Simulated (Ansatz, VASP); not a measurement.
**SiO2: VASP beside Ansatz**

File INCAR:

```
SYSTEM = SiO2
PREC = Accurate
ENCUT = 520
EDIFF = 1E-6
ISMEAR = 0
SIGMA = 0.05
LREAL = .FALSE.
LASPH = .TRUE.
NELM = 80
ALGO = Normal
ISIF = 2
LWAVE = .FALSE.
LCHARG = .FALSE.
NBANDS = 25
```

KPOINTS

```
Automatic mesh
0
G
  6 6 10
  0 0 0
```

File POSCAR:

```
SiO2
1.0
    4.2612720158      0.0000000000      0.0000000000
    0.0000000000      4.2612720158      0.0000000000
    0.0000000000      0.0000000000      2.9351641645
Si O
2 4
Direct
    0.5000000000      0.5000000000      0.5000000000
    0.0000000000      0.0000000000      0.0000000000
    0.6944252994      0.6944252994      0.0000000000
    0.1944252994      0.8055747006      0.5000000000
    0.3055747006      0.3055747006      0.0000000000
    0.8055747006      0.1944252994      0.5000000000
```

Input for Ansatz:

```yaml
crystal:
  lattice:
    - [4.2612720158, 0.0, 0.0]
    - [0.0, 4.2612720158, 0.0]
    - [0.0, 0.0, 2.9351641645]
  atoms:
    - { symbol: Si, position: [0.5, 0.5, 0.5] }
    - { symbol: Si, position: [0.0, 0.0, 0.0] }
    - { symbol: O, position: [0.6944252994, 0.6944252994, 0.0] }
    - { symbol: O, position: [0.1944252994, 0.8055747006, 0.5] }
    - { symbol: O, position: [0.3055747006, 0.3055747006, 0.0] }
    - { symbol: O, position: [0.8055747006, 0.1944252994, 0.5] }
basis:
  ecutwfc: 520.0
kpoints:
  mp_grid: { grid: [6, 6, 10] }
hamiltonian:
  xc: lda
  pseudopotentials: { kind: paw, azcp: { folder: soft_1 } }
scf:
  occupations: { method: gaussian, width: 0.05 }
output:
  forces: true
  stress: true
  eigenvalues: true
```

Alike in both runs: task single point; functional LDA; k mesh 6 × 6 × 10; occupations gaussian, width 0.05 eV; no spin polarisation.

|  | VASP | Ansatz |
| --- | --- | --- |
| version | VASP 6.6.1 | Ansatz 0.2.0 |
| potentials or method | VASP PAW LDA potentials, release 64 (Si, O) | scalar-relativistic, plane waves, PAW |
| plane-wave cutoff (eV) | 520 | 520 |
| valence electrons in the cell | 32 | 32 |

Ansatz gave:

```
gap on the k mesh at the Fermi level (eV) : 3.07
least direct gap on the mesh (eV)         : 3.07
rms of the force components (eV/Å)        : 0.033
```

Question: What did VASP give for the same quantities?

Answer: gap on the k mesh at the Fermi level (eV): 3.06; least direct gap on the mesh (eV): 3.06; rms of the force components (eV/Å): 0.031.

Atom by atom the forces differ by 0.002 eV/Å (rms over components). Ansatz warned: «pseudo_functional_mismatch».
